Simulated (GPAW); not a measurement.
# Si (Fd-3m) in GPAW: notebook, part 2 of 3

GPAW 26.7.0. The steps go on from the part before.

### 4 Dielectric tensor, PBE

Contents of run.py:

```python
import numpy as np
from ase import Atoms
from ase.dft.bandgap import bandgap
from ase.io import write
from gpaw import GPAW, PW
from gpaw.response.df import DielectricFunction

atoms = Atoms(['Si', 'Si'],
              cell=[[0.0, 2.7218511865, 2.7218511865],
                    [2.7218511865, 0.0, 2.7218511865],
                    [2.7218511865, 2.7218511865, 0.0]],
              scaled_positions=[[0.5, 0.5, 0.5],
                                [0.75, 0.75, 0.75]],
              pbc=True)

calc = GPAW(mode=PW(450),
            xc='PBE',
            kpts={'size': (7, 7, 7), 'gamma': True},
            occupations={'name': 'fermi-dirac', 'width': 0.001},
            nbands=11,
            convergence={'density': 1e-06},
            maxiter=150,
            txt='gpaw.txt')
atoms.calc = calc
energy = atoms.get_potential_energy()
calc.write('gs.gpw')
write('result.traj', atoms)
print(f'Energy: {energy:.6f} eV')
print('Fermi level:', round(calc.get_fermi_level(), 4), 'eV')
print(f'Gap: {bandgap(calc)[0]:.4f} eV, direct: {bandgap(calc, direct=True)[0]:.4f} eV')

for size in [(21, 21, 21)]:
    name = 'x'.join(str(n) for n in size)
    dense = calc.fixed_density(kpts={'size': size, 'gamma': True},
                               nbands=30, convergence={'bands': 24, 'eigenstates': 1e-7},
                               update_fermi_level=True, txt=f'dense-{name}.txt')
    dense.write(f'{name}.gpw', mode='all')
    df = DielectricFunction(f'{name}.gpw', frequencies=np.array([0.0]), hilbert=False, eta=0.001,
                            ecut=80, nbands=24, intraband=False, txt=f'df-{name}.txt')
    for xc in ['RPA']:
        for direction in ['x', 'y', 'z', [0, 1, 1], [1, 0, 1], [1, 1, 0]]:
            e0, e = df.get_macroscopic_dielectric_constant(xc=xc, direction=direction)
            print(f'{name} {xc} {direction}: {e0:.4f} without, {e:.4f} with local fields')
```

Potentials or basis: GPAW PAW data sets (gpaw-data 1.2.1), pw.

Launch:

```bash
OMP_NUM_THREADS=1 python run.py
```

gpaw.txt:

```text
__  _  _
 | _ |_)|_||  |
 |__||  | ||/\| - 26.7.0

Input parameters:
  mode=PW(ecut=450.00000000000006),
  convergence={'density': 1e-06},
  kpts=MonkhorstPack(size=(7, 7, 7), gamma=True),
  maxiter=150,
  nbands=11,
  occupations=Occupations(name='fermi-dirac', width=0.001),
  xc=XC(name='PBE')

Diagonalizing LCAO Hamiltonian
Converting LCAO to pw mode

           Si

       Si

Atoms  # Å, Bohr magnetons
|   | symbol |        x |        y |        z |    initial magnetic moments |
|---|--------|----------|----------|----------|-----------------------------|
| 0 |     Si | 2.721851 | 2.721851 | 2.721851 | ( 0.0000,  0.0000,  0.0000) |
| 1 |     Si | 4.082777 | 4.082777 | 4.082777 | ( 0.0000,  0.0000,  0.0000) |

Unit cell  # Å
| periodic |        x |        y |        z |  lengths |    angles |
|----------|----------|----------|----------|----------|-----------|
|      yes | 0.000000 | 2.721851 | 2.721851 | 3.849279 | 60.000000 |
|      yes | 2.721851 | 0.000000 | 2.721851 | 3.849279 | 60.000000 |
|      yes | 2.721851 | 2.721851 | 0.000000 | 3.849279 | 60.000000 |

Number of symmetries: 24
Symmetry operations  # r_c * U_cc + t_c -> r_c
|    | kind |            matrix            |
|----|------|------------------------------|
|  0 |  E   |  1, 0, 0,  0, 1, 0,  0, 0, 1 |
|  1 |  σ   |  1, 0, 0,  0, 0, 1,  0, 1, 0 |
|  2 |  σ   |  1, 0,-1,  0, 1,-1,  0, 0,-1 |
|  3 |  C3  |  1, 0,-1,  0, 0,-1,  0, 1,-1 |
|  4 |  C3  |  1,-1, 0,  0,-1, 1,  0,-1, 0 |
|  5 |  σ   |  1,-1, 0,  0,-1, 0,  0,-1, 1 |
|  6 |  σ   |  0, 1, 0,  1, 0, 0,  0, 0, 1 |
|  7 |  C3  |  0, 1, 0,  0, 0, 1,  1, 0, 0 |
|  8 |  C2  |  0, 1,-1,  1, 0,-1,  0, 0,-1 |
|  9 |  S4  |  0, 1,-1,  0, 0,-1,  1, 0,-1 |
| 10 |  C3  |  0, 0, 1,  1, 0, 0,  0, 1, 0 |
| 11 |  σ   |  0, 0, 1,  0, 1, 0,  1, 0, 0 |
| 12 |  S4  |  0, 0,-1,  1, 0,-1,  0, 1,-1 |
| 13 |  C3  |  0, 0,-1,  0, 1,-1,  1, 0,-1 |
| 14 |  S4  |  0,-1, 1,  1,-1, 0,  0,-1, 0 |
| 15 |  C2  |  0,-1, 1,  0,-1, 0,  1,-1, 0 |
| 16 |  C3  |  0,-1, 0,  1,-1, 0,  0,-1, 1 |
| 17 |  S4  |  0,-1, 0,  0,-1, 1,  1,-1, 0 |
| 18 |  S4  | -1, 1, 0, -1, 0, 1, -1, 0, 0 |
| 19 |  C3  | -1, 1, 0, -1, 0, 0, -1, 0, 1 |
| 20 |  C3  | -1, 0, 1, -1, 1, 0, -1, 0, 0 |
| 21 |  S4  | -1, 0, 1, -1, 0, 0, -1, 1, 0 |
| 22 |  σ   | -1, 0, 0, -1, 1, 0, -1, 0, 1 |
| 23 |  C2  | -1, 0, 0, -1, 0, 1, -1, 1, 0 |

BZ-sampling:
  Number of BZ points: 343
  Number of IBZ points: 20

  Monkhorst-Pack size: [7, 7, 7]
  Monkhorst-Pack shift: [0, 0, 0]

K-points  # in reciprocal-cell coordinates
|     |                                coordinates |     weight |
|-----|--------------------------------------------|------------|
|   0 | (  0.00000000,   0.00000000,   0.00000000) | 0.00291545 |
|   1 | (  0.14285714,   0.14285714,   0.00000000) | 0.01749271 |
|   2 | (  0.14285714,   0.14285714,   0.14285714) | 0.02332362 |
|   3 | (  0.28571429,   0.14285714,   0.14285714) | 0.03498542 |
|   4 | (  0.28571429,   0.28571429,   0.00000000) | 0.01749271 |
|   5 | (  0.28571429,   0.28571429,   0.14285714) | 0.06997085 |
|   6 | (  0.28571429,   0.28571429,   0.28571429) | 0.02332362 |
|   7 | (  0.42857143,  -0.28571429,  -0.28571429) | 0.03498542 |
|   8 | (  0.42857143,   0.28571429,  -0.42857143) | 0.13994169 |
|   9 | (  0.42857143,   0.28571429,  -0.28571429) | 0.06997085 |
| ... |                                            |            |
|  19 | (  0.42857143,   0.42857143,   0.42857143) | 0.02332362 |

Plane wave coefficients: 893
Cutoff: 450.00000000000006 eV

Spin-components: 1 (collinear spins)
Bands:           11
Projectors:      10
Spin-degeneracy: 2
Datatype:        complex128

Parallelization:
  kpt:    1
  domain: 1
  band:   1

Density:
  Valence electrons: 8.0
  Components: 1
  Grid points: [20 20 20]
  Charge: 0.0  # |e|

Potential:
  Grid points: [20 20 20]

species:
  Si:
    name:    Silicon
    Z:       14.0
    valence: 4
    core:    10
    charge:  0.0  # [|e|]
    compensation charges:
      type: gauss
      rc: 0.33  # [Å]
      lmax: 2
    cutoffs:
      filter: 1.86  # [Å]
      core: 2.06  # [Å]
    projectors
    | kind |    occ | energy [eV] | rcut [Å] |
    |------|--------|-------------|----------|
    |   3s |  2.000 |     -10.812 |    1.058 |
    |   3p |  2.000 |      -4.081 |    1.058 |
    |    s |        |      16.399 |    1.058 |
    |    p |        |      23.130 |    1.058 |
    |    d |        |       0.000 |    1.058 |

    Using partial waves for Si as LCAO basis

Reference energy: -15772.688500  # eV

eigensolver:
  PPCG
  Converge bands: occupied
  niter=2

density mixing:
  MSR1-Mixer
  Pratt-step length: 0.05
  Maximum mixing coefficient: 0.75
  Old densities: 10
  SVD Regularization: 0.005
  Good broyden scale: 1.0
  Trust region scale: 1.0
  Backstep threshold: 4.0
  History deletion threshold: 6.0
  Fourier metric: weight=20.0, sigma=0.015

occupation numbers:
  Fermi-Dirac:
    width: 0.0010  # eV

poisson solver:
  ecut: 3600.0000000000005  # eV

xc functional:
  name: PBE with 2 nearest neighbor stencil

convergence criteria:
- Maximum integral of absolute [dens]ity change: 1e-06 electrons / valence electron
- Maximum [total energy] change in last 3 cyles: 0.0005 eV / valence electron
- Maximum integral of absolute [eigenst]ate change: 4e-08 eV^2 / valence electron
maximum number of iterations: 150

SCF iterations
|iter     | |      energy | eigst |  dens |
|---------|-|-------------|-------|-------|
|iter:   1| |  -10.879796 | -0.08 |       |
|iter:   2| |  -10.870549 | -2.53 | -0.81 |
|iter:   3| |  -10.786442 | -2.25 | -0.83 |
|iter:   4| |  -10.786156 | -3.18 | -1.45 |
|iter:   5| |  -10.786279c| -5.06 | -2.34 |
|iter:   6| |  -10.786286c| -6.66 | -3.28 |
|iter:   7| |  -10.786287c| -7.59c| -3.70 |
|iter:   8| |  -10.786287c| -8.29c| -4.87 |
|iter:   9| |  -10.786287c| -8.86c| -5.33 |
|iter:  10| |  -10.786287c| -9.90c| -6.16c|

Converged in 10 steps
Energy contributions relative to reference atoms: (reference = -15772.688500)

Energy contributions:
  Kinetic:          14.867940
  Coulomb:         -13.099872
  Zero:             -0.024245
  External:          0.000000
  Xc:              -12.530111
  Entropy:          -0.000000
  Spinorbit:         0.000000
  ----------------------------
  Free energy:     -10.786287
  Extrapolated:    -10.786287

dipole moment: (3.539066, 3.539066, 3.539066)  # |e|*Ang

Fermi level: 5.297
Eigenvalues  # (at kpt = [0.000, 0.000, 0.000])
| band index |      eig [eV] | occ [0-2] |
|------------|---------------|-----------|
|          0 |        -6.670 |     2.000 |
|          1 |         5.247 |     2.000 |
|          2 |         5.247 |     2.000 |
|          3 |         5.247 |     2.000 |
|          4 |         7.802 |     0.000 |
|          5 |         7.802 |     0.000 |
|          6 |         7.802 |     0.000 |
|          7 |         8.526 |     0.000 |
|          8 |        12.960 |     0.000 |
|          9 |        12.960 |     0.000 |
|         10 |        13.202 |     0.000 |

Gap: 0.582 eV
Transition (v -> c):
  (s=0, k=0, n=3, [0.00, 0.00, 0.00]) -> (s=0, k=16, n=4, [0.43, 0.43, 0.00])
Direct/indirect transitions are different
Direct gap: 2.554 eV
Transition at: (s=0, k=0, n=3, [0.00, 0.00, 0.00])
# Writing to gs.gpw (mode='')
```

It took 53 s on 1 thread of INTEL XEON PLATINUM 8581C at 2.30GHz (Emerald Rapids), shared host; peak memory 0.38 GiB.

What came out:

| Property | Result |
| --- | --- |
| Free energy | -10.7863 eV |
| Band gap on the k mesh | 0.58 eV, indirect (least direct gap 2.55 eV) |
| Electronic dielectric tensor (diagonal) | 12.00 |

Electronic dielectric tensor:
```
12.00  0.00  0.00
 0.00 12.00  0.00
 0.00  0.00 12.00
```

Caveat: the gap is small at this level, which inflates the dielectric constant; the long-wavelength limit can be off by a per cent or two; an odd mesh through Γ misses points on the zone boundary, where band edges often lie.

### 5 Dielectric tensor, RPBE

Edit run.py of step 4 so:

```diff
@@ -16,3 +16,3 @@
 calc = GPAW(mode=PW(450),
-            xc='PBE',
+            xc='RPBE',
             kpts={'size': (7, 7, 7), 'gamma': True},
```

Potentials or basis: the program's PAW data sets (release 1.2.1) made for this functional, pw.

Launch:

```bash
OMP_NUM_THREADS=1 python run.py
```

gpaw.txt:

```text
__  _  _
 | _ |_)|_||  |
 |__||  | ||/\| - 26.7.0

Input parameters:
  mode=PW(ecut=450.00000000000006),
  convergence={'density': 1e-06},
  kpts=MonkhorstPack(size=(7, 7, 7), gamma=True),
  maxiter=150,
  nbands=11,
  occupations=Occupations(name='fermi-dirac', width=0.001),
  xc=XC(name='RPBE')

Diagonalizing LCAO Hamiltonian
Converting LCAO to pw mode

           Si

       Si

Atoms  # Å, Bohr magnetons
|   | symbol |        x |        y |        z |    initial magnetic moments |
|---|--------|----------|----------|----------|-----------------------------|
| 0 |     Si | 2.721851 | 2.721851 | 2.721851 | ( 0.0000,  0.0000,  0.0000) |
| 1 |     Si | 4.082777 | 4.082777 | 4.082777 | ( 0.0000,  0.0000,  0.0000) |

Unit cell  # Å
| periodic |        x |        y |        z |  lengths |    angles |
|----------|----------|----------|----------|----------|-----------|
|      yes | 0.000000 | 2.721851 | 2.721851 | 3.849279 | 60.000000 |
|      yes | 2.721851 | 0.000000 | 2.721851 | 3.849279 | 60.000000 |
|      yes | 2.721851 | 2.721851 | 0.000000 | 3.849279 | 60.000000 |

Number of symmetries: 24
Symmetry operations  # r_c * U_cc + t_c -> r_c
|    | kind |            matrix            |
|----|------|------------------------------|
|  0 |  E   |  1, 0, 0,  0, 1, 0,  0, 0, 1 |
|  1 |  σ   |  1, 0, 0,  0, 0, 1,  0, 1, 0 |
|  2 |  σ   |  1, 0,-1,  0, 1,-1,  0, 0,-1 |
|  3 |  C3  |  1, 0,-1,  0, 0,-1,  0, 1,-1 |
|  4 |  C3  |  1,-1, 0,  0,-1, 1,  0,-1, 0 |
|  5 |  σ   |  1,-1, 0,  0,-1, 0,  0,-1, 1 |
|  6 |  σ   |  0, 1, 0,  1, 0, 0,  0, 0, 1 |
|  7 |  C3  |  0, 1, 0,  0, 0, 1,  1, 0, 0 |
[... 108 lines left out ...]
  Fermi-Dirac:
    width: 0.0010  # eV

poisson solver:
  ecut: 3600.0000000000005  # eV

xc functional:
  name: RPBE with 2 nearest neighbor stencil

convergence criteria:
- Maximum integral of absolute [dens]ity change: 1e-06 electrons / valence electron
- Maximum [total energy] change in last 3 cyles: 0.0005 eV / valence electron
- Maximum integral of absolute [eigenst]ate change: 4e-08 eV^2 / valence electron
maximum number of iterations: 150

SCF iterations
|iter     | |      energy | eigst |  dens |
|---------|-|-------------|-------|-------|
|iter:   1| |  -10.242732 | -0.09 |       |
|iter:   2| |  -10.237096 | -2.54 | -0.81 |
|iter:   3| |  -10.181535 | -2.25 | -0.84 |
|iter:   4| |  -10.182864 | -3.14 | -1.44 |
|iter:   5| |  -10.183004c| -4.99 | -2.37 |
|iter:   6| |  -10.183010c| -6.68 | -3.29 |
|iter:   7| |  -10.183011c| -7.65c| -3.76 |
|iter:   8| |  -10.183011c| -8.34c| -4.92 |
|iter:   9| |  -10.183011c| -8.78c| -5.50 |
|iter:  10| |  -10.183011c| -9.64c| -6.12c|

Converged in 10 steps
Energy contributions relative to reference atoms: (reference = -15779.478775)

Energy contributions:
  Kinetic:          15.381590
  Coulomb:         -13.506504
  Zero:             -0.025808
  External:          0.000000
  Xc:              -12.032289
  Entropy:          -0.000000
  Spinorbit:         0.000000
  ----------------------------
  Free energy:     -10.183011
  Extrapolated:    -10.183011

dipole moment: (3.543036, 3.543036, 3.543036)  # |e|*Ang

Fermi level: 5.402
Eigenvalues  # (at kpt = [0.000, 0.000, 0.000])
| band index |      eig [eV] | occ [0-2] |
|------------|---------------|-----------|
|          0 |        -6.575 |     2.000 |
|          1 |         5.327 |     2.000 |
|          2 |         5.327 |     2.000 |
|          3 |         5.327 |     2.000 |
|          4 |         7.888 |     0.000 |
|          5 |         7.888 |     0.000 |
|          6 |         7.888 |     0.000 |
|          7 |         8.720 |     0.000 |
|          8 |        13.021 |     0.000 |
|          9 |        13.021 |     0.000 |
|         10 |        13.488 |     0.000 |

Gap: 0.643 eV
Transition (v -> c):
  (s=0, k=0, n=3, [0.00, 0.00, 0.00]) -> (s=0, k=16, n=4, [0.43, 0.43, 0.00])
Direct/indirect transitions are different
Direct gap: 2.560 eV
Transition at: (s=0, k=0, n=3, [0.00, 0.00, 0.00])
# Writing to gs.gpw (mode='')
```

stdout:

```text
Energy: -10.183011 eV
Fermi level: 5.402 eV
Gap: 0.6426 eV, direct: 2.5603 eV
21x21x21 RPA x: 13.0479 without, 11.6806 with local fields
21x21x21 RPA y: 13.0479 without, 11.6806 with local fields
21x21x21 RPA z: 13.0479 without, 11.6806 with local fields
21x21x21 RPA [0, 1, 1]: 13.0479 without, 11.6806 with local fields
21x21x21 RPA [1, 0, 1]: 13.0479 without, 11.6806 with local fields
21x21x21 RPA [1, 1, 0]: 13.0479 without, 11.6806 with local fields
```

df-21x21x21.txt:

```text
FrequencyGridDescriptor(from 0.000 to 0.000 eV, 1 points)
FrequencyGridDescriptor(from 0.000 to 0.000 eV, 1 points)

Calculating chi0 body with:
    Ground state adapter containing:
    Number of spins: 1
    Number of kpoints: 9261
    Number of irreducible kpoints: 286
    Number of completely occupied states: 4
    Number of partially occupied states: 4

    Linear response parametrization:
    q_c: [0.0, 0.0, 0.0]
    Number of frequency points: 1
    Planewave cutoff: 80.0
    Number of bands: 24
    Number of planewaves: 59
    Broadening (eta): 0.001

Integrating chi0 body.

Symmetries of q_c:
    Direct symmetries (Uq -> q): 24
    Indirect symmetries (TUq -> q): 24
In total 48 allowed symmetries.

Integral kind: response function

Calculating chi0 optical extensions with:
    Ground state adapter containing:
    Number of spins: 1
    Number of kpoints: 9261
    Number of irreducible kpoints: 286
    Number of completely occupied states: 4
    Number of partially occupied states: 4

    Linear response parametrization:
    Number of frequency points: 1
    Planewave cutoff: 80.0
    Number of bands: 24
    Number of planewaves: 59
    Broadening (eta): 0.001
Integrating chi0 head and wings.

Symmetries of q_c:
    Direct symmetries (Uq -> q): 24
    Indirect symmetries (TUq -> q): 24
In total 48 allowed symmetries.

Integral kind: response function wings

Finished calculating chi0
```

Run time: 54 s. Hardware: 1 thread of INTEL XEON PLATINUM 8581C at 2.30GHz (Emerald Rapids), shared host; peak memory 0.38 GiB.

Results:

- Free energy: -10.1830 eV
- Band gap on the k mesh: 0.64 eV, indirect (least direct gap 2.56 eV)
- Electronic dielectric tensor (diagonal): 11.68

Electronic dielectric tensor:
```
11.68  0.00  0.00
 0.00 11.68  0.00
 0.00  0.00 11.68
```

Caveat: the gap is small at this level, which inflates the dielectric constant; the long-wavelength limit can be off by a per cent or two; an odd mesh through Γ misses points on the zone boundary, where band edges often lie.

(Part 2 of 3 ends here.)
